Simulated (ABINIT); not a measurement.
## HfC: single point with LDA

HfC:

```
CELL_PARAMETERS angstrom
0.00000 2.32500 2.32500
2.32500 0.00000 2.32500
2.32500 2.32500 0.00000
ATOMIC_POSITIONS crystal
Hf 0.50000 0.50000 0.50000
C 0.00000 0.00000 0.00000
```

```json
{"Program": "ABINIT 10.8.3 (patched build)", "Task": "single point", "Functional": "LDA", "Potentials or basis": "PseudoDojo NC SR LDA v0.4.1 standard", "Cutoff": "844 eV", "k mesh": "8 × 8 × 8", "Occupations": "fermi-dirac, width 0.05 eV", "Spin": "no spin polarisation"}
```

```
Band gap on the k mesh                                : none (metal or under the smearing width)
Valence electrons inside the program's atomic spheres : Hf 8.45; C 3.88
```

Levels at points of the mesh, in eV from the Fermi level:
```csv
k point,band 4,band 5,band 6,band 7,band 8,band 9,band 10,band 11,band 12
"(0.00, 0.00, 0.00)",-29.44,-12.12,1.10,1.10,1.10,1.38,1.38,1.38,3.40
"(0.50, 0.00, 0.00)",-29.51,-8.28,-6.09,-2.94,-2.94,5.28,5.28,5.75,6.70
"(0.50, 0.50, 0.00)",-29.67,-10.20,-2.48,-1.76,0.00,0.00,5.32,6.70,6.70
```

It took 3.7 s on 4 MPI ranks on Intel(R) Xeon(R) 6975P-C (Granite Rapids), on a shared host, peak memory 0.24 GiB a rank.

 Spin-orbit coupling is left out, which matters for the levels of Hf.
